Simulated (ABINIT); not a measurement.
Crystal: PbF2 (Fluorocronite).

```xyz
3
Lattice="0.0000 2.9637 2.9637 2.9637 0.0000 2.9637 2.9637 2.9637 0.0000" Properties=species:S:1:pos:R:3 pbc="T T T"
Pb    0.0000    0.0000    0.0000
F     4.4455    4.4455    4.4455
F     1.4818    1.4818    1.4818
```

Base run:

- Program: ABINIT 10.8.3 (patched build)
- Functional: PBEsol
- Potentials or basis: JTH PAW PBE v2.0
- Cutoff: 626 eV
- k mesh: 10 × 10 × 10
- Occupations: fermi-dirac, width 0.05 eV
- Spin: no spin polarisation

Its results: band gap on the k mesh 4.32 eV, indirect (least direct gap 4.46 eV); pressure -1.2 GPa.

Q: After a change of settings the same cell gave: band gap on the k mesh 4.42 eV, indirect (least direct gap 4.68 eV); pressure -1.2 GPa. Which change was it?
A. k mesh from 10 × 10 × 10 to 5 × 5 × 5
B. functional from PBEsol to PBE; k mesh from 10 × 10 × 10 to 5 × 5 × 5
C. functional from PBEsol to PBE; k mesh from 10 × 10 × 10 to 6 × 6 × 6
D. potentials or basis from JTH PAW PBE v2.0 to JTH PAW PBE v2.0 sp; k mesh from 10 × 10 × 10 to 8 × 8 × 8; valence electrons from 28 to 18

A: A.

Caveats: the PAW data sets were made with another functional, which shifts forces and pressure a little; spin-orbit coupling is left out, which as a rule narrows the gap of such compounds by several tenths of an eV; an odd mesh through Γ misses points on the zone boundary, where band edges often lie (some runs).
